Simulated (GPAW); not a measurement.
# WS2 in GPAW: convergence with response cutoff (eV)

Aim: find how far response cutoff (eV) must go before the results for WS2 settle, at LDA. This setting moves, with any that are tied to it; all else stays.

Everything below comes from runs of GPAW 26.7.0. Logs are shortened: lines on timing, memory, paths and dates and some standing lists are left out, and cuts for length are marked. The log counts tension as positive stress, the text compression.

**1. Starting point**

The cell holds a slab with vacuum, 3 atoms: a = 3.184 Å, b = 3.184 Å, c = 16.951 Å, α = 90.00°, β = 90.00°, γ = 120.00°.

**2. With response cutoff (eV) 10**

run.py reads:

```python
import numpy as np
from ase.dft.bandgap import bandgap
from ase.io import write
from ase.spacegroup import crystal
from gpaw import GPAW, PW
from gpaw.response.df import DielectricFunction

# W 1a
# S 2h
atoms = crystal(['W', 'S'],
                basis=[[0.0, 0.0, 0.0],
                       [0.3333333333, 0.6666666667, 0.09200051]],
                spacegroup=187, setting=1,  # P-6m2
                cellpar=[3.18351636, 3.18351636, 16.95057789, 90.0, 90.0, 120.0],
                primitive_cell=True)

calc = GPAW(mode=PW(400),
            xc='LDA',
            kpts={'size': (8, 8, 2), 'gamma': True},
            occupations={'name': 'fermi-dirac', 'width': 0.001},
            nbands=25,
            convergence={'density': 1e-06},
            maxiter=150,
            txt='gpaw.txt')
atoms.calc = calc
energy = atoms.get_potential_energy()
calc.write('gs.gpw')
write('result.traj', atoms)
print(f'Energy: {energy:.6f} eV')
print('Fermi level:', round(calc.get_fermi_level(), 4), 'eV')
print(f'Gap: {bandgap(calc)[0]:.4f} eV, direct: {bandgap(calc, direct=True)[0]:.4f} eV')

for size in [(12, 12, 2)]:
    name = 'x'.join(str(n) for n in size)
    dense = calc.fixed_density(kpts={'size': size, 'gamma': True},
                               nbands=55, convergence={'bands': 49, 'eigenstates': 1e-7},
                               update_fermi_level=True, txt=f'dense-{name}.txt')
    dense.write(f'{name}.gpw', mode='all')
    df = DielectricFunction(f'{name}.gpw', frequencies=np.array([0.0]), hilbert=False, eta=0.001,
                            ecut=10, nbands=49, intraband=False, txt=f'df-{name}.txt')
    for xc in ['RPA']:
        for direction in ['x', 'y', 'z', [0, 1, 1], [1, 0, 1], [1, 1, 0]]:
            e0, e = df.get_macroscopic_dielectric_constant(xc=xc, direction=direction)
            print(f'{name} {xc} {direction}: {e0:.4f} without, {e:.4f} with local fields')
```

Potentials or basis: the program's PAW data sets (release 1.2.1) made for this functional, pw.

The run is started by

```sh
> OMP_NUM_THREADS=1 python run.py
```

Run time: 78 s. Hardware: 1 thread of INTEL XEON PLATINUM 8581C at 2.30GHz (Emerald Rapids), shared host; peak memory 0.45 GiB.

Results:

- Free energy: -24.7790 eV
- Band gap on the k mesh: 2.04 eV, indirect (least direct gap 2.23 eV)
- Electronic dielectric tensor (diagonal): 5.50, 5.50, 1.40

**3. With response cutoff (eV) 20**

Changes to run.py since step 2:

```diff
@@ -39,3 +39,3 @@
     df = DielectricFunction(f'{name}.gpw', frequencies=np.array([0.0]), hilbert=False, eta=0.001,
-                            ecut=10, nbands=49, intraband=False, txt=f'df-{name}.txt')
+                            ecut=20, nbands=49, intraband=False, txt=f'df-{name}.txt')
     for xc in ['RPA']:
```

Potentials or basis: the program's PAW data sets (release 1.2.1) made for this functional, pw.

The run is started by

```sh
> OMP_NUM_THREADS=1 python run.py
```

It took 81 s on 1 thread of INTEL XEON PLATINUM 8581C at 2.30GHz (Emerald Rapids), shared host; peak memory 0.45 GiB.

Results:

```yaml
Free_energy: -24.7790 eV
Band_gap_on_the_k_mesh: 2.04 eV, indirect (least direct gap 2.23 eV)
Electronic_dielectric_tensor_diagonal: 5.44, 5.44, 1.39
```

**4. With response cutoff (eV) 30**

Changes to run.py since step 3:

```diff
@@ -39,3 +39,3 @@
     df = DielectricFunction(f'{name}.gpw', frequencies=np.array([0.0]), hilbert=False, eta=0.001,
-                            ecut=20, nbands=49, intraband=False, txt=f'df-{name}.txt')
+                            ecut=30, nbands=49, intraband=False, txt=f'df-{name}.txt')
     for xc in ['RPA']:
```

The run is started by

```sh
> OMP_NUM_THREADS=1 python run.py
```

It took 80 s on 1 thread of INTEL XEON PLATINUM 8581C at 2.30GHz (Emerald Rapids), shared host; peak memory 0.45 GiB.

The run converged. Its results:

- Free energy: -24.7790 eV
- Band gap on the k mesh: 2.04 eV, indirect (least direct gap 2.23 eV)
- Electronic dielectric tensor (diagonal): 5.26, 5.26, 1.39

**5. With response cutoff (eV) 50**

Changes to run.py since step 4:

```diff
@@ -39,3 +39,3 @@
     df = DielectricFunction(f'{name}.gpw', frequencies=np.array([0.0]), hilbert=False, eta=0.001,
-                            ecut=30, nbands=49, intraband=False, txt=f'df-{name}.txt')
+                            ecut=50, nbands=49, intraband=False, txt=f'df-{name}.txt')
     for xc in ['RPA']:
```

The run is started by

```sh
> OMP_NUM_THREADS=1 python run.py
```

Run time: 78 s. Hardware: 1 thread of INTEL XEON PLATINUM 8581C at 2.30GHz (Emerald Rapids), shared host; peak memory 0.45 GiB.

Results (log left out):

```yaml
Free_energy: -24.7790 eV
Band_gap_on_the_k_mesh: 2.04 eV, indirect (least direct gap 2.23 eV)
Electronic_dielectric_tensor_diagonal: 5.21, 5.21, 1.39
```

**6. With response cutoff (eV) 80**

Changes to run.py since step 5:

```diff
@@ -39,3 +39,3 @@
     df = DielectricFunction(f'{name}.gpw', frequencies=np.array([0.0]), hilbert=False, eta=0.001,
-                            ecut=50, nbands=49, intraband=False, txt=f'df-{name}.txt')
+                            ecut=80, nbands=49, intraband=False, txt=f'df-{name}.txt')
     for xc in ['RPA']:
```

Potentials or basis: the program's PAW data sets (release 1.2.1) made for this functional, pw.

The run is started by

```sh
> OMP_NUM_THREADS=1 python run.py
```

It took 79 s on 1 thread of INTEL XEON PLATINUM 8581C at 2.30GHz (Emerald Rapids), shared host; peak memory 0.46 GiB.

The run converged. Its results:

| Property | Result |
| --- | --- |
| Free energy | -24.7790 eV |
| Band gap on the k mesh | 2.04 eV, indirect (least direct gap 2.23 eV) |
| Electronic dielectric tensor (diagonal) | 5.16, 5.16, 1.39 |

**7. With response cutoff (eV) 120**

Changes to run.py since step 6:

```diff
@@ -39,3 +39,3 @@
     df = DielectricFunction(f'{name}.gpw', frequencies=np.array([0.0]), hilbert=False, eta=0.001,
-                            ecut=80, nbands=49, intraband=False, txt=f'df-{name}.txt')
+                            ecut=120, nbands=49, intraband=False, txt=f'df-{name}.txt')
     for xc in ['RPA']:
```

The run is started by

```sh
> OMP_NUM_THREADS=1 python run.py
```

Run time: 80 s. Hardware: 1 thread of INTEL XEON PLATINUM 8581C at 2.30GHz (Emerald Rapids), shared host; peak memory 0.47 GiB.

It converged, with:

- Free energy: -24.7790 eV
- Band gap on the k mesh: 2.04 eV, indirect (least direct gap 2.23 eV)
- Electronic dielectric tensor (diagonal): 5.05, 5.05, 1.39

**8. With response cutoff (eV) 160**

Changes to run.py since step 7:

```diff
@@ -39,3 +39,3 @@
     df = DielectricFunction(f'{name}.gpw', frequencies=np.array([0.0]), hilbert=False, eta=0.001,
-                            ecut=120, nbands=49, intraband=False, txt=f'df-{name}.txt')
+                            ecut=160, nbands=49, intraband=False, txt=f'df-{name}.txt')
     for xc in ['RPA']:
```

Potentials or basis: the program's PAW data sets (release 1.2.1) made for this functional, pw.

The run is started by

```sh
> OMP_NUM_THREADS=1 python run.py
```

gpaw.txt:

```text
__  _  _
 | _ |_)|_||  |
 |__||  | ||/\| - 26.7.0

Input parameters:
  mode=PW(ecut=400.0),
  convergence={'density': 1e-06},
  kpts=MonkhorstPack(size=(8, 8, 2), gamma=True),
  maxiter=150,
  nbands=25,
  occupations=Occupations(name='fermi-dirac', width=0.001),
  xc=XC(name='LDA')

Diagonalizing LCAO Hamiltonian
Converting LCAO to pw mode

         S

         S

       W

Atoms  # Å, Bohr magnetons
|   | symbol |         x |        y |         z |    initial magnetic moments |
|---|--------|-----------|----------|-----------|-----------------------------|
| 0 |      W |  0.000000 | 0.000000 |  0.000000 | ( 0.0000,  0.0000,  0.0000) |
| 1 |      S | -0.000000 | 1.838004 |  1.559462 | ( 0.0000,  0.0000,  0.0000) |
| 2 |      S | -0.000000 | 1.838004 | 15.391116 | ( 0.0000,  0.0000,  0.0000) |

Unit cell  # Å
| periodic |         x |        y |         z |   lengths |     angles |
|----------|-----------|----------|-----------|-----------|------------|
|      yes |  3.183516 | 0.000000 |  0.000000 |  3.183516 |  90.000000 |
|      yes | -1.591758 | 2.757006 |  0.000000 |  3.183516 |  90.000000 |
|      yes |  0.000000 | 0.000000 | 16.950578 | 16.950578 | 120.000000 |

Number of symmetries: 12
Symmetry operations  # r_c * U_cc + t_c -> r_c
|    | kind |            matrix            |
|----|------|------------------------------|
|  0 |  σ   |  1, 1, 0,  0,-1, 0,  0, 0, 1 |
|  1 |  C2  |  1, 1, 0,  0,-1, 0,  0, 0,-1 |
|  2 |  E   |  1, 0, 0,  0, 1, 0,  0, 0, 1 |
|  3 |  σ   |  1, 0, 0,  0, 1, 0,  0, 0,-1 |
|  4 |  C3  |  0, 1, 0, -1,-1, 0,  0, 0, 1 |
|  5 |  S3  |  0, 1, 0, -1,-1, 0,  0, 0,-1 |
|  6 |  σ   |  0,-1, 0, -1, 0, 0,  0, 0, 1 |
|  7 |  C2  |  0,-1, 0, -1, 0, 0,  0, 0,-1 |
|  8 |  σ   | -1, 0, 0,  1, 1, 0,  0, 0, 1 |
|  9 |  C2  | -1, 0, 0,  1, 1, 0,  0, 0,-1 |
| 10 |  C3  | -1,-1, 0,  1, 0, 0,  0, 0, 1 |
| 11 |  S3  | -1,-1, 0,  1, 0, 0,  0, 0,-1 |

BZ-sampling:
  Number of BZ points: 128
  Number of IBZ points: 20

  Monkhorst-Pack size: [8, 8, 2]
  Monkhorst-Pack shift: [0.0625, 0.0625, 0.25]

K-points  # in reciprocal-cell coordinates
|     |                                coordinates |     weight |
|-----|--------------------------------------------|------------|
|   0 | (  0.00000000,   0.00000000,   0.00000000) | 0.00781250 |
|   1 | (  0.00000000,   0.00000000,   0.50000000) | 0.00781250 |
|   2 | (  0.12500000,   0.00000000,   0.00000000) | 0.04687500 |
|   3 | (  0.12500000,   0.00000000,   0.50000000) | 0.04687500 |
|   4 | (  0.25000000,  -0.12500000,   0.00000000) | 0.04687500 |
|   5 | (  0.25000000,  -0.12500000,   0.50000000) | 0.04687500 |
|   6 | (  0.25000000,   0.00000000,   0.00000000) | 0.04687500 |
|   7 | (  0.25000000,   0.00000000,   0.50000000) | 0.04687500 |
|   8 | (  0.37500000,  -0.12500000,   0.00000000) | 0.09375000 |
|   9 | (  0.37500000,  -0.12500000,   0.50000000) | 0.09375000 |
| ... |                                            |            |
|  19 | (  0.50000000,   0.50000000,   0.50000000) | 0.02343750 |

Plane wave coefficients: 2723
Cutoff: 400.0 eV

Spin-components: 1 (collinear spins)
Bands:           25
Projectors:      16
Spin-degeneracy: 2
Datatype:        complex128

Parallelization:
  kpt:    1
  domain: 1
  band:   1

Density:
  Valence electrons: 26.0
  Components: 1
  Grid points: [15 15 80]
  Charge: 0.0  # |e|

Potential:
  Grid points: [15 15 80]

species:
  W:
    name:    Tungsten
    Z:       74.0
    valence: 14
    core:    60
    charge:  0.0  # [|e|]
    compensation charges:
      type: gauss
      rc: 0.40  # [Å]
      lmax: 2
    cutoffs:
      filter: 2.36  # [Å]
      core: 3.02  # [Å]
    projectors
    | kind |    occ | energy [eV] | rcut [Å] |
    |------|--------|-------------|----------|
    |   5s |  2.000 |     -79.053 |    1.344 |
    |   6s |  2.000 |      -5.886 |    1.344 |
    |   5p |  6.000 |     -43.417 |    1.355 |
    |   6p |  0.000 |      -1.469 |    1.355 |
    |   5d |  4.000 |      -4.693 |    1.228 |
    |    d |        |      22.518 |    1.228 |

    Using partial waves for W as LCAO basis

  S:
    name:    Sulfur
    Z:       16.0
    valence: 6
    core:    10
    charge:  0.0  # [|e|]
    compensation charges:
      type: gauss
      rc: 0.24  # [Å]
      lmax: 2
    cutoffs:
      filter: 1.77  # [Å]
      core: 1.66  # [Å]
    projectors
    | kind |    occ | energy [eV] | rcut [Å] |
    |------|--------|-------------|----------|
    |   3s |  2.000 |     -17.278 |    0.974 |
    |   3p |  4.000 |      -7.106 |    0.979 |
    |    s |        |       9.933 |    0.974 |
    |    p |        |      20.105 |    0.979 |
    |    d |        |       0.000 |    0.900 |

    Using partial waves for S as LCAO basis

Reference energy: -460165.274101  # eV

eigensolver:
  PPCG
  Converge bands: occupied
  niter=2

density mixing:
  MSR1-Mixer
  Pratt-step length: 0.05
  Maximum mixing coefficient: 0.75
  Old densities: 10
  SVD Regularization: 0.005
  Good broyden scale: 1.0
  Trust region scale: 1.0
  Backstep threshold: 4.0
  History deletion threshold: 6.0
  Fourier metric: weight=20.0, sigma=0.015

occupation numbers:
  Fermi-Dirac:
    width: 0.0010  # eV

poisson solver:
  ecut: 3200.0  # eV

xc functional:
  name: None

convergence criteria:
- Maximum integral of absolute [dens]ity change: 1e-06 electrons / valence electron
- Maximum [total energy] change in last 3 cyles: 0.0005 eV / valence electron
- Maximum integral of absolute [eigenst]ate change: 4e-08 eV^2 / valence electron
maximum number of iterations: 150

SCF iterations
|iter     | |      energy | eigst |  dens |
|---------|-|-------------|-------|-------|
|iter:   1| |  -25.161822 | +0.18 |       |
|iter:   2| |  -25.113402 | -1.54 | -1.18 |
|iter:   3| |  -24.844052 | -1.58 | -1.22 |
|iter:   4| |  -24.822901 | -1.98 | -1.59 |
|iter:   5| |  -24.779465 | -2.72 | -1.71 |
|iter:   6| |  -24.779015 | -3.75 | -2.16 |
|iter:   7| |  -24.779010c| -4.67 | -3.01 |
|iter:   8| |  -24.779011c| -5.49 | -3.69 |
|iter:   9| |  -24.779011c| -6.21 | -4.37 |
|iter:  10| |  -24.779011c| -6.83 | -5.10 |
|iter:  11| |  -24.779011c| -7.33 | -5.55 |
|iter:  12| |  -24.779011c| -7.72c| -6.32c|

Converged in 12 steps
Energy contributions relative to reference atoms: (reference = -460165.274101)

Energy contributions:
  Kinetic:          12.084601
  Coulomb:         -14.520288
  Zero:             -0.012468
  External:          0.000000
  Xc:              -22.330856
  Entropy:          -0.000000
  Spinorbit:         0.000000
  ----------------------------
  Free energy:     -24.779011
  Extrapolated:    -24.779011

dipole moment: (-9.461378, -8.253461, -63.246315)  # |e|*Ang

Fermi level: 0.053
Eigenvalues  # (at kpt = [0.000, 0.000, 0.000])
| band index |      eig [eV] | occ [0-2] |
|------------|---------------|-----------|
|          0 |       -74.767 |     2.000 |
|        ... |               |           |
|          5 |       -14.020 |     2.000 |
|          6 |        -7.308 |     2.000 |
|          7 |        -3.892 |     2.000 |
|          8 |        -3.892 |     2.000 |
|          9 |        -3.054 |     2.000 |
|         10 |        -2.642 |     2.000 |
[... 8 lines left out ...]
|         19 |         4.710 |     0.000 |
|         20 |         5.859 |     0.000 |
|        ... |               |           |
|         24 |         9.449 |     0.000 |

Gap: 2.042 eV
Transition (v -> c):
  (s=0, k=0, n=12, [0.00, 0.00, 0.00]) -> (s=0, k=12, n=13, [0.38, 0.38, 0.00])
Direct/indirect transitions are different
Direct gap: 2.234 eV
Transition at: (s=0, k=12, n=12, [0.38, 0.38, 0.00])
# Writing to gs.gpw (mode='')
```

Wall time 82 s (1 thread of INTEL XEON PLATINUM 8581C at 2.30GHz (Emerald Rapids), shared host); peak memory 0.51 GiB.

What came out:

```
Free energy                             : -24.7790 eV
Band gap on the k mesh                  : 2.04 eV, indirect (least direct gap 2.23 eV)
Electronic dielectric tensor (diagonal) : 5.02, 5.02, 1.39
```

**9. Summary**

```
response cutoff (eV)  dielectric constant  SCF cycles  CPU time (s)  peak memory (GiB)
                  10                4.131          12            78               0.45
                  20                4.092          12            81               0.45
                  30                3.967          12            80               0.45
                  50                3.938          12            78               0.45
                  80                3.901          12            79               0.46
                 120                3.830          12            80               0.47
                 160                3.810          12            82               0.51
```

Against the tightest run, the dielectric constant stays within 0.05 from 120 on. The tightest run that finished is the yardstick and may itself not be fully converged.

Caveats: the long-wavelength limit can be off by several per cent where d states take part; spin-orbit coupling is left out, which moves the levels of the heavy elements.
